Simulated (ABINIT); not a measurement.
The system is B.

```
CELL_PARAMETERS angstrom
2.34611 0.00000 0.00000
0.00000 2.34611 0.00000
0.00000 0.00000 1.58579
ATOMIC_POSITIONS crystal
B 0.50000 0.50000 0.50000
```

The cell was built by a generator and needn't be a form met in nature.

```yaml
Program: ABINIT 10.8.3 (patched build)
Task: single point
Functional: PBE
Potentials_or_basis: JTH PAW PBE v2.0
Cutoff: 408 eV
k_mesh: 11 × 11 × 16
Occupations: fermi-dirac, width 0.05 eV
Spin: no spin polarisation
```

On this cell: pressure -0.2 GPa; band gap on the k mesh none (metal or under the smearing width).

The same run follows on a disturbed copy (cell strained at random at fixed volume):

```
B
1.0
     2.34935   -0.01019    0.01540
    -0.01019    2.33466    0.04230
     0.01041    0.02859    1.59198
B
1
Direct
  0.50269 0.51301 0.50288
```

Question: What changes?

Answer: The energy (extrapolated to zero smearing) moves by -3.4 meV/atom; pressure -1.6 GPa; band gap on the k mesh none (metal or under the smearing width).

Stress tensor (GPa, compression positive):
```
-1.34  0.54  1.36
 0.54 -0.34  2.28
 1.36  2.28 -3.21
```

The energy falls, though the first cell shows no forces: that form is unstable against this distortion, unless noise or another electronic state is at work.

Caveats: the atomic spheres overlap.
